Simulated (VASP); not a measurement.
Crystal: Al2GaN3.

```xyz
6
Lattice="3.9733 0.0000 0.0000 -1.9867 3.4410 0.0000 0.0000 0.0000 6.8420" Properties=species:S:1:pos:R:3 pbc="T T T"
Al    0.0000    0.0000    4.9625
Al    0.0000    0.0000    1.8795
Ga    0.0000    0.0000    0.0000
N     0.0000    2.2940    0.0000
N     1.9867    1.1470    0.0000
N     0.0000    0.0000    3.4210
```

The cell was built by a generator and needn't be a form met in nature.

| Quantity | Value |
| --- | --- |
| Program | VASP 6.6.1 |
| Task | relaxation of cell and atoms |
| Functional | PBE |
| Potentials or basis | VASP PAW PBE potentials, release 64 (Al, Ga_d, N) |
| Cutoff | 520 eV |
| k mesh | 4 × 4 × 2 |
| Occupations | gaussian, width 0.15 eV |
| Spin | no spin polarisation |

At the start: pressure 34.6 GPa; volume 15.59 Å³/atom.

Q: How do energy, volume and symmetry change on relaxing?

A: Over 11 steps the energy falls by 884.3 meV/atom and the volume is 17.42 Å³/atom (+11.8 %); space group P6/mmm (No. 191, to 0.05 Å).

The path:
```tsv
step	energy change (eV)	largest force (eV/Å)	pressure (GPa)	volume (Å³)
1	0.0000	3.1315	34.64	93.55
2	-1.8162	2.7972	-17.11	137.94
3	-4.9524	2.2452	-5.86	113.85
4	-4.9983	2.1365	-4.61	112.48
5	-5.0140	1.9043	-2.76	110.69
6	-5.0154	1.9486	-3.18	111.03
7	-5.1548	1.3458	1.68	106.79
8	-5.1781	0.3450	-0.31	107.91
9	-5.2948	0.0921	-0.31	105.50
10	-5.3019	0.0193	-0.03	103.97
11	-5.3057	0.0081	-0.33	104.54
```

Final structure:
```xyz
6
Lattice="3.7755 0.0000 0.0000 -1.8877 3.2697 0.0000 0.0000 0.0000 8.4686" Properties=species:S:1:pos:R:3 pbc="T T T"
Al    0.0000    0.0000    5.9332
Al    0.0000    0.0000    2.5354
Ga    0.0000    0.0000    0.0000
N     0.0000    2.1798    0.0000
N     1.8877    1.0899    0.0000
N     0.0000    0.0000    4.2343
```

Caveat: the k mesh is coarse (spacing up to 0.46 Å⁻¹), so the values aren't converged.
